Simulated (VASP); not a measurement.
Wanted: the native input for a VASP 6.6.1 run.

| Item | Value |
| --- | --- |
| Task | single point |
| Functional | PBE |
| Potentials or basis | VASP PAW PBE potentials, release 64 (Hf_pv, O) |
| Cutoff | 520 eV |
| k mesh | 2 × 2 × 2 |
| Occupations | gaussian, width 0.05 eV |
| Spin | no spin polarisation |
| Further INCAR settings | ALGO = Fast; EDIFF = 1e-06; NBANDS = 56 |

The structure of HfO2 lies in POSCAR:

```
HfO2
1.0
    5.1180000000      0.0000000000      0.0000000000
    0.0000000000      5.1857000000      0.0000000000
   -0.8586630598      0.0000000000      5.2138671406
Hf O
4 8
Direct
    0.2755000000      0.0397000000      0.2080000000
    0.7245000000      0.5397000000      0.2920000000
    0.7245000000      0.9603000000      0.7920000000
    0.2755000000      0.4603000000      0.7080000000
    0.4487000000      0.7581000000      0.4801000000
    0.5513000000      0.2581000000      0.0199000000
    0.5513000000      0.2419000000      0.5199000000
    0.4487000000      0.7419000000      0.9801000000
    0.0742000000      0.3316000000      0.3467000000
    0.9258000000      0.8316000000      0.1533000000
    0.9258000000      0.6684000000      0.6533000000
    0.0742000000      0.1684000000      0.8467000000
```

These files were run (other wordings do the same):

INCAR

```
PREC     = Accurate       # precision mode
ENCUT    = 520            # plane-wave cutoff, eV
EDIFF    = 1E-6           # SCF threshold, eV
ISMEAR   = 0              # smearing method
SIGMA    = 0.05           # smearing width, eV
LREAL    = F              # projectors in reciprocal space
LASPH    = T              # aspherical terms in the spheres
NELM     = 60             # most SCF steps
ALGO     = Fast           # electronic algorithm
ISIF     = 2              # what is computed and relaxed
LWAVE    = F              # write WAVECAR
LCHARG   = F              # write CHGCAR
GGA      = PE             # functional
NBANDS   = 56             # bands
```

KPOINTS

```
regular mesh
0
Gamma
  2 2 2
```

Potentials or basis: VASP PAW PBE potentials, release 64 (Hf_pv, O).

Launch:

```console
$ cat potpaw_PBE.64/Hf_pv/POTCAR potpaw_PBE.64/O/POTCAR > POTCAR
$ mpirun -np 1 vasp_std > vasp.out
```

It gave:

| Property | Result |
| --- | --- |
| Pressure | 2.7 GPa |
| Largest force | 0.458 eV/Å |
| Band gap on the k mesh | 4.11 eV, indirect (least direct gap 4.20 eV) |

Caveat: the k mesh is coarse (spacing up to 0.62 Å⁻¹), so the values aren't converged; spin-orbit coupling is left out, which moves the levels of the heavy elements.

Run time: 47 s on 1 thread of Intel(R) Xeon(R) Platinum 8488C (Sapphire Rapids), with other jobs on the host, peak memory 0.25 GiB.
